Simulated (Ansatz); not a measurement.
Cs: equation of state with PBEsol

Cs:

```
Cs
1.0
    -3.12847    3.12847    3.12847
     3.12847   -3.12847    3.12847
     3.12847    3.12847   -3.12847
Cs
1
Direct
  0.00000 0.00000 0.00000
```

```json
{
  "Program": "Ansatz 0.2.0",
  "Task": "equation of state",
  "Functional": "PBEsol",
  "Potentials or basis": "Ansatz PAW",
  "Cutoff": "420 eV",
  "Density cutoff": "1680 eV",
  "k mesh": "6 × 6 × 6",
  "Occupations": "fermi-dirac, width 0.05 eV",
  "Spin": "no spin polarisation"
}
```

```
Equilibrium volume : 109.03 Å³/atom (rough: see the caveat)
Bulk modulus       : 2.0 GPa (rough)
```

Energy against volume, from the lowest point:
```tsv
volume (Å³/atom)	energy (meV/atom)
115.128	0.00
117.578	1.80
120.027	4.10
122.477	6.85
124.926	10.00
127.376	13.53
129.825	17.39
```

All runs of the series together: 5.6 s on 2 threads of Arm Neoverse V2, on a shared host.

Caveat: the minimum lies outside the volumes run. The run has no spin-orbit coupling, so splittings on Cs are missing.
